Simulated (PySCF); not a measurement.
# Electric field gradients and quadrupole coupling constants

Piperidine, C₅H₁₁N.
Geometry (PBE0-D3(BJ)/def2-SVP, Å), atoms numbered from 1 in this order:
```xyz
17
C5H11N angstrom
C      1.0856   -0.7220    0.3480
C     -0.0900   -1.3460   -0.3993
C     -1.3826   -0.5854   -0.1007
N     -1.2943    0.8432   -0.3328
C     -0.1725    1.4526    0.3545
C      1.1706    0.7772    0.0743
H      0.9480   -0.8825    1.4333
H      2.0298   -1.2227    0.0791
H     -0.2017   -2.4109   -0.1346
H      0.1053   -1.3117   -1.4871
H     -1.6519   -0.7398    0.9611
H     -2.2201   -0.9905   -0.6913
H     -1.2251    1.0254   -1.3321
H     -0.1344    2.5225    0.0933
H     -0.3764    1.4082    1.4409
H      1.4436    0.9435   -0.9842
H      1.9671    1.2416    0.6799
```

Field gradients from the PBE0/pcSseg-1 density (PySCF, non-relativistic), principal values in atomic units, ordered |Vxx| ≤ |Vyy| ≤ |Vzz|:

```
atom     Vxx     Vyy      Vzz
  N4  0.5790  0.6566  -1.2356
```

Question: Find the asymmetry η = (Vxx − Vyy)/Vzz and the couplings χ = eQV/h (234.96 MHz × Q in barn × V in au), with Q(14N) = 0.02044 b.

Answer: 
```json
{"atom": "N4", "environment": "secondary amine nitrogen", "nucleus": "14N", "η": "0.06", "χzz (MHz)": "-5.93", "χxx (MHz)": "2.78", "χyy (MHz)": "3.15"}
```

The tensor is traceless: Vxx + Vyy + Vzz = 0.

Question: What is Vzz at N4 in SI units (1 au = 9.71736 × 10²¹ V/m²)?

Answer: -1.2356 au = -12.007 × 10²¹ V/m².

Question: And the gradient at the other heavy atoms, for which no coupling is worked out here?

Answer: 
```
atom                   environment  Vzz (au)     η
  C1               ring CH2 carbon    -0.031  0.09
  C2               ring CH2 carbon     0.025  0.26
  C3  sp3 carbon bound to nitrogen     0.174  0.37
  C5  sp3 carbon bound to nitrogen     0.174  0.37
  C6               ring CH2 carbon     0.025  0.26
```

Question: What couplings would deuterons (Q(2H) = 0.00286 b) have in place of the hydrogens, at this geometry?

Answer: 
```tsv
atom	bonded to	bond length (Å)	Vzz (au)	η	χzz (kHz)
H7	C1	1.106	0.2809	0.01	189
H8	C1	1.102	0.2886	0.02	194
H9	C2	1.103	0.2870	0.01	193
H10	C2	1.106	0.2818	0.01	189
H11	C3	1.106	0.2766	0.04	186
H12	C3	1.102	0.2850	0.04	191
H13	N4	1.018	0.3873	0.18	260
H14	C5	1.102	0.2849	0.04	191
H15	C5	1.106	0.2767	0.04	186
H16	C6	1.106	0.2818	0.01	189
H17	C6	1.103	0.2871	0.01	193
```

The structure is a single PBE0-D3(BJ)/def2-SVP conformer in the gas phase; no vibrational or solvent corrections. With a basis this small, the couplings can be 20 % off.
